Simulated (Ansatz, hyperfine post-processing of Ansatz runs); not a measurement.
# Na2AlFeSi4O12: isotropic lines and sites in a paramagnetic 23Na spectrum

Calculated values: DFT, PBEsol+U, plane-wave PAW, default files (PAW set soft_2), collinear spin, scalar-relativistic (Ansatz), contact and point-dipole shifts scaled to 298 K with Θ = 0 K (a pure Curie law); spin-only moments, above the ordering temperature.

```
Fe Si Al Na O
1.0
     4.83462   -4.39242    0.00000
     4.83462    4.39242    0.00000
    -1.63234    0.00000    5.07908
Fe Si Al Na O
1 4 1 2 12
Direct
  0.90020 0.09980 0.00000
  0.37673 0.19822 0.97445
  0.80178 0.62327 0.02555
  0.61692 0.80136 0.51853
  0.19864 0.38308 0.48147
  0.09865 0.90135 0.50000
  0.29715 0.70285 0.00000
  0.70083 0.29917 0.50000
  0.35900 0.34961 0.76107
  0.65039 0.64100 0.23893
  0.64823 0.65726 0.74333
  0.34274 0.35177 0.25667
  0.61330 0.09854 0.04031
  0.90146 0.38670 0.95969
  0.37786 0.89434 0.45650
  0.10566 0.62214 0.54350
  0.18820 0.02990 0.86649
  0.97010 0.81180 0.13351
  0.81357 0.96139 0.60595
  0.03861 0.18643 0.39405
```

23Na MAS at 2.35 T (26.5 MHz), 60 kHz, 298 K; contact and dipolar shift alone, no orbital or quadrupolar part; lines under 1.5 % of the strongest are left out. Lines of the NMR spectrum (strongest = 100):

| position (ppm) | intensity |
| --- | --- |
| -1920.1 | 3.1 |
| 182.9 | 100 |
| 345.6 | 96 |
| 2611.3 | 2.9 |

**Question.** Which lines are isotropic ones rather than spinning sidebands, and which Na atoms give them?

Sidebands are spaced by 2266 ppm (the spinning rate over the resonance of 26.5 MHz). An isotropic line need not be the tallest: it is the area-weighted centre of its own family of sidebands, and the one that stays put when the rate is changed. Isotropic shifts: 183 ppm for atom 7 (1 Fe through links of 101° (2)), reduced anisotropy 918 ppm; 346 ppm for atom 8 (2 Fe through links of 91° (4)), reduced anisotropy 1405 ppm. The families' total areas stand as 1:1; where areas are equal the match rests on the calculation.

[Logs are printed without paths, hosts, clocks, repeated set-up lines and the standing remarks that a program may print on its own settings, such as how far it seeks lower states.]

[Hosts, paths, dates, database ids (printed as entryN), source tags and the programs' standing remarks are cut or masked in the printed files.]
